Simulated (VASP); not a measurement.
Write the native input for VASP 6.6.1 that does the following.

```
Task                   : single point
Functional             : PBE
Potentials or basis    : VASP PAW PBE potentials, release 64 (Au)
Cutoff                 : 520 eV
k mesh                 : 3 × 3 × 3
Occupations            : gaussian, width 0.1 eV
Spin                   : no spin polarisation
Dipole correction      : no
Further INCAR settings : ALGO = Fast; EDIFF = 1e-07; NBANDS = 48
```

The structure of Au (a cell with a defect) lies in POSCAR:

```
Au
1.0
    0.0000000000      4.1384880000      4.1384880000
    4.1384880000      0.0000000000      4.1384880000
    4.1384880000      4.1384880000      0.0000000000
Au
7
Direct
   -0.0067286652      0.0155398542     -0.0318334860
    0.0079640197      0.4786400251      0.0273778733
    0.0006416595      0.8820403732      0.4977650050
    0.5005424687     -0.0014500465     -0.0021940380
    0.4710790511      0.0155448077      0.4904233140
    0.5006791128      0.5106489375     -0.0022794557
    0.5302315725      0.4786013636      0.5050919563
```

These files were run (other wordings do the same):

INCAR

```
SYSTEM = Au
PREC = Accurate
ENCUT = 520
EDIFF = 1E-7
ISMEAR = 0
SIGMA = 0.1
LREAL = .False.
LASPH = .True.
NELM = 60
ALGO = Fast
ISIF = 2
LWAVE = .False.
LCHARG = .True.
GGA = PE
LELF = .True.
LVHAR = .True.
NBANDS = 48
```

KPOINTS

```
Automatic mesh
0
Gamma
  3 3 3
  0 0 0
```

Potentials or basis: VASP PAW PBE potentials, release 64 (Au).

Command:

```console
$ cat potpaw_PBE.64/Au/POTCAR > POTCAR
$ mpirun -np 1 vasp_std > vasp.out
```

It gave:

```json
{
 "Pressure": "-3.2 GPa",
 "Largest force": "0.673 eV/Å",
 "Band gap on the k mesh": "none (metal or under the smearing width)"
}
```

Caveat: the k mesh is coarse (spacing up to 0.44 Å⁻¹), so the values aren't converged.

Run time: 88 s on 1 thread of Intel(R) Xeon(R) Platinum 8488C (Sapphire Rapids) (shared host), peak memory 0.33 GiB.
